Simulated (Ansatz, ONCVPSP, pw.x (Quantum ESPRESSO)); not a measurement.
## pw.x on fcc La: one setting changed

Potential: optimised norm-conserving Vanderbilt (ONCV), ONCVPSP 4.0.1.1 (patched build), PBE; core [Kr] 4d10, reference 5s2 5p6 5d1 6s2; waves: 5s+6s: rc 2.70 bohr, ncon 5, nbas 10, qcut 5.8 1/bohr, 2 projectors; 5p: rc 2.25 bohr, ncon 5, nbas 9, qcut 6.4 1/bohr, 3 projectors, debl 3.45 Ha; 5d: rc 2.50 bohr, ncon 4, nbas 9, qcut 4.3 1/bohr, 2 projectors, debl 3.3 Ha; f scattering state at 0.02 Ha: rc 2.95 bohr, ncon 3, nbas 6, qcut 4.1 1/bohr, 2 projectors, debl 0.7 Ha; local part: polynomial inside 1.95 bohr (lpopt 5, dvloc0 3 Ha); core correction: polynomial model core, fcfact 0.65. In the f channel the program set the typed energies aside and used -0.160, 0.540 Ha.

The reference run (k-mesh 11³, cutoffs 50/200 Ry, Fermi–Dirac 0.01 Ry, mixing_beta 0.4, conv_thr 1e-9, no spin) gives -0.18 GPa at 36.990 Å³/atom, where all-electron LAPW gives 0.14 GPa. This run, with its own iteration cap, changes diagonalization to cg.

```
&control
  calculation='scf', prefix='x', pseudo_dir='./', outdir='./tmp', tstress=.true., disk_io='none'
/
&system
  ibrav=0, nat=1, ntyp=1, ecutwfc=50, ecutrho=200, nbnd=13,
  occupations='smearing', smearing='fd', degauss=0.01
/
&electrons
  conv_thr=1e-09, mixing_beta=0.4, electron_maxstep=60, diagonalization='cg'
/
ATOMIC_SPECIES
La 1.0 La.UPF
CELL_PARAMETERS angstrom
  0.00000000 2.64454795 2.64454795
  2.64454795 0.00000000 2.64454795
  2.64454795 2.64454795 0.00000000
ATOMIC_POSITIONS crystal
La 0.0000 0.0000 0.0000
K_POINTS automatic
11 11 11 0 0 0
```

```bash
pw.x < La.scf.in > La.scf.out
```

**Question.** How does the run end?

**Answer.** It converges in 7 iterations; the free energy moves by +0.0 meV/atom and the pressure by +0.00 GPa. The result is that of the reference run.

```
Message from routine setup:
     using ibrav=0 with symmetry is DISCOURAGED, use correct ibrav instead
     lattice parameter (alat)  =       7.0675  a.u.
     unit-cell volume          =     249.6209 (a.u.)^3
     number of electrons       =        11.00
     number of Kohn-Sham states=           13
     kinetic-energy cutoff     =      50.0000  Ry
     charge density cutoff     =     200.0000  Ry
     scf convergence threshold =      1.0E-09
     Exchange-correlation= PBE
     number of k points=    56  Fermi-Dirac smearing, width (Ry)=  0.0100
     iteration #  1     ecut=    50.00 Ry     beta= 0.40
     c_bands:  1 eigenvalues not converged
     c_bands:  1 eigenvalues not converged
     c_bands:  3 eigenvalues not converged
     c_bands:  1 eigenvalues not converged
     c_bands:  2 eigenvalues not converged
     c_bands:  1 eigenvalues not converged
     [... 23 repeated lines left out ...]
     total energy              =     -91.47010989 Ry
     estimated scf accuracy    <       0.00238988 Ry
     iteration #  2     ecut=    50.00 Ry     beta= 0.40
     [... 1 repeated lines left out ...]
     total energy              =     -91.47016773 Ry
     estimated scf accuracy    <       0.00048415 Ry
     iteration #  3     ecut=    50.00 Ry     beta= 0.40
     [... 3 repeated lines left out ...]
     total energy              =     -91.47027479 Ry
     estimated scf accuracy    <       0.00005243 Ry
     iteration #  4     ecut=    50.00 Ry     beta= 0.40
     total energy              =     -91.47027833 Ry
     estimated scf accuracy    <       0.00002637 Ry
     iteration #  5     ecut=    50.00 Ry     beta= 0.40
     total energy              =     -91.47028441 Ry
     estimated scf accuracy    <       0.00000017 Ry
     iteration #  6     ecut=    50.00 Ry     beta= 0.40
     total energy              =     -91.47028502 Ry
     estimated scf accuracy    <          8.7E-09 Ry
     iteration #  7     ecut=    50.00 Ry     beta= 0.40
     the Fermi energy is    11.1972 ev
!    total energy              =     -91.47028503 Ry
     estimated scf accuracy    <          9.7E-10 Ry
     smearing contrib. (-TS)   =      -0.00821774 Ry
     The total energy is F=E-TS. E is the sum of the following terms:
     one-electron contribution =      -5.04124072 Ry
     hartree contribution      =       7.29984279 Ry
     xc contribution           =     -38.21576771 Ry
     ewald contribution        =     -55.50490166 Ry
     convergence has been achieved in   7 iterations
          total   stress  (Ry/bohr**3)                   (kbar)     P=       -1.79
     Message from routine punch:
     Nothing written, as per user request (disk_io='none')
```

The run took about 19 s on one core of a shared host (Neoverse-V1, 32 threads, 247 GiB, load 21).
